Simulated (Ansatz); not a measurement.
# Energy, volume and coordination in Bi2Te3

Level of theory: Ansatz 0.2.0, DFT PBE, scalar-relativistic, plane waves, PAW. All cells share a 420 eV cutoff and Γ-centred k meshes spaced at most about 0.3 Å⁻¹ (about 0.25 or finer for metals, 2π included). No spin polarisation.

These are static total energies at zero pressure. Rows are sorted by volume; energies count from the lowest form computed. Coordination counts Te atoms around Bi (those within 1.25 times the shortest such distance or 1.15 times the sum of covalent radii, 1.27 where that leaves under three; a plus sign parts nearer from farther groups; the shortest distance is added where it exceeds 1.18 times the sum of covalent radii; a slash parts the counts of unlike sites).

```tsv
row	form	source	atoms	coordination	V (Å³/atom)	gap on mesh (eV)	ΔE (meV/atom)
1	I4/mmm	invented	5	Bi 5+4	32.5	0	328
2	R-3m	COD	5	Bi 3	34.1	0	253
3	tetradymite type, R-3m	COD	5	Bi 6	36.7	0.55	0
4	P-6m2	invented	5	Bi 6/6 from 3.5 Å	38.2	0	486
5	Pm-3m	invented	5	Bi 6/12 from 4.1 Å	40.2	0	?
```

The cell of row 5:

```cif
data_structure
_symmetry_space_group_name_H-M 'Pm-3m'
_symmetry_Int_Tables_number 221
_cell_length_a 5.8572
_cell_length_b 5.8572
_cell_length_c 5.8572
_cell_angle_alpha 90.000
_cell_angle_beta 90.000
_cell_angle_gamma 90.000
_cell_volume 200.94
loop_
_atom_site_label
_atom_site_type_symbol
_atom_site_symmetry_multiplicity
_atom_site_Wyckoff_symbol
_atom_site_fract_x
_atom_site_fract_y
_atom_site_fract_z
_atom_site_occupancy
Bi1 Bi 1 a 0.00000 0.00000 0.00000 1
Bi2 Bi 1 b 0.50000 0.50000 0.50000 1
Te1 Te 3 c 0.00000 0.50000 0.50000 1
```

**Question.** Estimate the missing energy, and say where the row ranks.

**Answer.** 0.83 eV/atom, which puts it above row 4, the highest in the table. Counting Te atoms around Bi, row 5 has Bi 6/12 from 4.1 Å and the lowest form (row 3) has Bi 6.

The lowest form is a structure that the Crystallography Open Database (COD) lists.

Weakly bound directions are ill-defined at this level, which has no dispersion term (R-3m at 36.7 Å³/atom), and this can change margins and order among such cells. Spin–orbit coupling, which can matter for Bi and Te, is left out. Kohn–Sham gaps at this level usually fall short of measured ones. The missing spin–orbit coupling can work the other way here. The zero gap of Pm-3m may come from the functional, which often closes small gaps. Cells relaxed within their symmetry can be saddle points. Some types were kept out of the candidates beforehand, so the set may lack a known form.

The tetradymite form lies lowest because every Bi has six Te neighbours within bonding range, which suits p-bonding between Bi and Te and leaves filled, mostly Te p states below empty, mostly Bi p states. The Pm-3m cell has the same composition and formal charge balance, so its high energy must come from the geometry. It is a perovskite arrangement with Bi on both cation sites: one Bi sits in a tight octahedron, while the other has twelve Te only from 4.1 Å, too far for normal bonds. High nominal coordination therefore brings little bonding. Row 4, next highest, also has a Bi site with stretched contacts. Density alone does not set the order, since both forms more compact than tetradymite lie above it.

The 0.55 eV gap of tetradymite is well above the narrow gap known for this material, probably because spin–orbit coupling, which shifts and inverts the Bi and Te p band edges, is absent. The energies do not show whether a denser form would take over under pressure.
